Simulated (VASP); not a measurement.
Write the native input for VASP 6.6.1 that does the following.

```
Task                   : relaxation of cell and atoms
Functional             : r2SCAN
Potentials or basis    : VASP PAW PBE potentials, release 64 (Mg, Si)
Cutoff                 : 600 eV
k mesh                 : 10 × 10 × 10
Occupations            : gaussian, width 0.1 eV
Spin                   : no spin polarisation
Further INCAR settings : ALGO = Normal; EDIFF = 1e-07; IBRION = 2; EDIFFG = -0.005; NSW = 90; ISIF = 3
```

The structure of Mg2Si lies in POSCAR:

```
Mg2Si
1.0
    0.0000000000      3.1698179200      3.1698179200
    3.1698179200      0.0000000000      3.1698179200
    3.1698179200      3.1698179200      0.0000000000
Mg Si
2 1
Direct
    0.2500000000      0.2500000000      0.2500000000
    0.7500000000      0.7500000000      0.7500000000
    0.0000000000      0.0000000000      0.0000000000
```

The cell is a database's computed one.

These files were run (other wordings do the same):

INCAR

```
PREC = Accurate
ENCUT = 600
EDIFF = 1E-7
ISMEAR = 0
SIGMA = 0.1
LREAL = F
LASPH = T
NELM = 100
ALGO = Normal
ISIF = 3
LWAVE = F
LCHARG = F
METAGGA = R2SCAN
LMIXTAU = T
IBRION = 2
NSW = 90
EDIFFG = -0.005
```

KPOINTS

```
Automatic mesh
0
Gamma
  10 10 10
```

Potentials or basis: VASP PAW PBE potentials, release 64 (Mg, Si).

Launch:

```sh
$ cat potpaw_PBE.64/Mg/POTCAR potpaw_PBE.64/Si/POTCAR > POTCAR
$ mpirun -np 1 vasp_std > vasp.out
```

It gave:

The relaxed volume is 21.11 Å³/atom and the relaxed cell is a = 4.474 Å, b = 4.474 Å, c = 4.474 Å, α = 60.00°, β = 60.00°, γ = 60.00°. The space group after relaxing (to 0.05 Å) is Fm-3m (No. 225), the energy gained by relaxing is 0.1 meV/atom and the ionic steps are 3. The pressure after relaxing is 0.0 GPa and the band gap on the k mesh is 0.44 eV, indirect (least direct gap 2.49 eV).

Caveat: the PAW data sets were made with another functional, which shifts forces and pressure a little.

Run time: 100 s on 1 thread of Intel(R) Xeon(R) 6975P-C (Granite Rapids) (shared host), peak memory 0.25 GiB.
